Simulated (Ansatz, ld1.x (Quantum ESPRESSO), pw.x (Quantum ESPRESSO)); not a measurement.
niobium (Nb) (diamond): variants of one TM potential in the solid

```json
{
 "Element": "niobium (Nb)",
 "Generator": "ld1.x (Quantum ESPRESSO) 7.5",
 "Type": "norm-conserving Troullier–Martins (Kleinman–Bylander form)",
 "Functional": "PBE",
 "Relativity": "scalar-relativistic",
 "Frozen core": "[Kr]",
 "Valence charge": "5",
 "Reference configuration": "4d4 5s1 5p0",
 "Partial waves": "5s (bound): rc 2.95 bohr; 5p (bound, empty): rc 4.20 bohr; 4d (bound): rc 2.25 bohr",
 "Local potential": "all-electron potential smoothed inside 3.65 bohr (lloc = -1)",
 "Core correction": "a·sin(br)/r model core, default radius (core density twice the valence density)"
}
```

Crystal test: diamond Nb in pw.x 7.5, no spin, 8³ k-points, Fermi–Dirac smearing 0.01 Ry, cutoffs set for each file from its atomic test. The reference is all-electron LAPW (Ansatz 0.2.0) with the same functional, mesh and smearing; V0 and B0 come from Birch–Murnaghan fits to the pressures at five volumes. Errors are pseudo minus all-electron; Δ is the rms difference of the E(V) curves that follow from these fits, minima aligned, over ±6 % about the mean V0. Mesh and smearing are coarse, so the numbers serve the comparison and aren't converged zero-temperature values; the lattice is a test structure that the element need not adopt.

All-electron: a0 = 5.922 Å (V0 = 25.96 Å³/atom), B0 = 64.5 GPa.

Base: The largest radius (4.20 bohr) exceeds half the bond length (2.42 bohr), so the spheres overlap, which is one possible source of error among others. This is a poor potential for the solid. Atomic configuration tests: 1 of 7 tests not solved or not reliable.

A dash in a converged row means that the minimum lies outside the volumes sampled.

```csv
change,cutoffs (Ry),pw.x,a0 (Å),a0 error (%),B0 error (%),Δ (meV/atom),mean pressure error (GPa)
base,50/200,converged,5.985,+1.07,-6.9,11.3,+2.03
wave 4d (bound): rc 2.25 bohr becomes 4d (bound): rc 2.14 bohr,50/200,converged,5.985,+1.07,-6.9,11.3,+2.03
local potential the d channel,50/200,converged; bound ghost,–,–,–,–,+20.48
"all radii but the core radius scaled by about 0.84 (s 2.48, p 3.54, d 1.90 bohr); local potential all-electron potential smoothed inside 3.06 bohr (lloc = -1)",50/200,converged,5.850,-1.22,-8.6,13.0,-2.10
wave 5s (bound): rc 2.95 bohr becomes 5s (bound): rc 2.86 bohr,50/200,converged,5.985,+1.07,-6.9,11.3,+2.02
local potential all-electron potential smoothed inside 5.04 bohr (lloc = -1),50/200,converged,–,–,–,–,+88.57
```
